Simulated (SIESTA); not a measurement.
CdTe:

```xyz
2
Lattice="0.0000 3.2050 3.2050 3.2050 0.0000 3.2050 3.2050 3.2050 0.0000" Properties=species:S:1:pos:R:3 pbc="T T T"
Te    4.8075    4.8075    4.8075
Cd    0.0000    0.0000    0.0000
```

Base run:

```yaml
Program: SIESTA 5.4.2
Functional: LDA
Potentials_or_basis: PseudoDojo 0.4 standard (LDA files)
Basis: DZP (energy shift 0.003 Ry; two zetas on semicore shells)
Grid_cutoff: 800 Ry
Energy_shift: 0.003 Ry
k_mesh: 7 × 7 × 7
Occupations: fermi-dirac, width 0.05 eV
Spin: no spin polarisation
```

Its results: band gap on the k mesh 0.90 eV, direct; pressure -0.2 GPa.

Question: After a change of settings the same cell gave: band gap on the k mesh 1.33 eV, direct; pressure 5.7 GPa. Which change was it?
A. functional from LDA to PBE; potentials or basis from PseudoDojo 0.4 standard (LDA files) to PseudoDojo 0.4 standard (PBE files)
B. functional from LDA to RPBE; potentials or basis from PseudoDojo 0.4 standard (LDA files) to PseudoDojo 0.4 standard (PBE files)
C. functional from LDA to AM05; potentials or basis from PseudoDojo 0.4 standard (LDA files) to PseudoDojo 0.4 standard (PBEsol files)

Answer: B.

Caveats: spin-orbit coupling is left out, which moves the levels of the heavy elements; the basis of atomic orbitals isn't converged, which shifts pressures, moduli and gaps; the potentials were made for another functional, which shifts forces and pressure (some runs).
